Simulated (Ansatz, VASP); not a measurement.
# Mg3B in VASP and in Ansatz

```xyz
4
Lattice="-1.9145 1.9145 4.2765 1.9145 -1.9145 4.2765 1.9145 1.9145 -4.2765" Properties=species:S:1:pos:R:3 pbc="T T T"
Mg    0.0000    0.0000    4.2765
Mg    1.9145    0.0000    2.1382
Mg    0.0000    1.9145    2.1382
B     0.0000    0.0000    0.0000
```

Alike in both runs: task relaxation of cell and atoms; functional PBE; k mesh 6 × 6 × 6; occupations gaussian, width 0.1 eV; no spin polarisation.

```csv
,VASP,Ansatz
version,VASP 6.6.1,Ansatz 0.2.0
potentials or method,"VASP PAW PBE potentials, release 64 (Mg, B)","scalar-relativistic, plane waves, PAW"
plane-wave cutoff (eV),600,420
valence electrons in the cell,9,33
```

|  | VASP | Ansatz | Ansatz less VASP |
| --- | --- | --- | --- |
| gap on the k mesh at the Fermi level, each at its own relaxed structure (eV) | none | none | - |
| relaxed volume (Å³/atom) | 16.87 | 16.98 | +0.106 |
| relaxed cell length with the largest relative difference (Å) | 5.007 | 4.998 | -0.0089 |
| energy change over the relaxation (meV/atom) | -37 | -38 | -1.0 |

A gap of «none» marks a metal or a gap that the smearing closes. The two sets of potentials don't hold the same shells in valence.

Caveats: the k mesh is coarse (spacing up to 0.39 Å⁻¹), so the values aren't converged.
